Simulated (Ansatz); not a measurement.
The system is Te.

```
Te
1.0
     4.45400    0.00000    0.00000
    -2.22700    3.85728    0.00000
     0.00000    0.00000    5.92400
Te
3
Cartesian
  1.6279 2.8197 0.0000
  -0.5991 1.0376 3.9493
  1.1981 0.0000 1.9747
```

Base run:

* Program: Ansatz 0.2.0
* Functional: HSE06 form with a typed share of exact exchange
* Potentials or basis: Ansatz PAW
* Cutoff: 420 eV (not typed: the program's choice for these potentials)
* k mesh: 4 × 4 × 3
* Occupations: fermi-dirac, width 0.05 eV
* Spin: no spin polarisation

Its results: band gap on the k mesh 1.07 eV, indirect (least direct gap 1.28 eV); pressure 0.5 GPa; largest force 0.125 eV/Å.

Problem. The run is repeated on the same cell with these changes: share of exact exchange from 0.15 to 0.35. What comes out?

Solution. Band gap on the k mesh 1.50 eV, indirect (least direct gap 1.71 eV); pressure -0.8 GPa; largest force 0.479 eV/Å.

Caveats: odd divisions of the mesh miss points on the zone boundary, where band edges often lie, so the gap on the mesh can be too wide; spin-orbit coupling is left out, which moves the levels of the heavy elements; the PAW data sets come from PBE, with cores solved anew for the run's functional, which leaves a small shift of forces and pressure; the thresholds are loose for stress.

A k mesh can miss the band edges.
